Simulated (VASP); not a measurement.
MgS (Niningerite) under changes of volume

One of the cells (17.486 Å³/atom); the others are scaled copies at fixed shape and fractional positions:

```xyz
2
Lattice="0.0000 2.5955 2.5955 2.5955 0.0000 2.5955 2.5955 2.5955 0.0000" Properties=species:S:1:pos:R:3 pbc="T T T"
S     2.5955    2.5955    2.5955
Mg    5.1911    2.5955    2.5955
```

- Program: VASP 6.6.1
- Functional: r2SCAN
- Potentials or basis: VASP PAW PBE potentials, release 64 (S, Mg)
- Cutoff: 520 eV
- k mesh: 8 × 8 × 8
- Occupations: gaussian, width 0.02 eV
- Spin: no spin polarisation

```tsv
volume (Å³/atom)	energy over the lowest point (meV/atom)	pressure (GPa)	gap on the mesh (eV)
16.786	8.13	3.7	3.54
17.136	?	?	?
17.486	0.00	0.1	3.45
17.836	1.46	-1.5	3.41
18.185	6.12	-2.9	3.36
```

Task: What does the run at 17.136 Å³/atom give?

Result: Energy over the lowest point 2.10 meV/atom; pressure 1.8 GPa; gap on the mesh 3.49 eV.

Worked out: A Birch-Murnaghan fit of order 2 (a polynomial in V^(-2/3)) to the other rows has its minimum at 17.51 Å³/atom with B0 = V·E''(V) = 81 GPa. It gives 2.10 meV/atom at 17.136 Å³/atom, against the run's 2.10, and -dE/dV = 1.8 GPa, against 1.8. A straight line through the other rows of the gap, of slope -2.22 eV per unit of ln V, gives 3.50 eV, against the run's 3.49.

Energies are extrapolated to zero smearing.

Caveats: the PAW data sets were made with another functional, which shifts forces and pressure a little.

A mesh can miss the band edges.
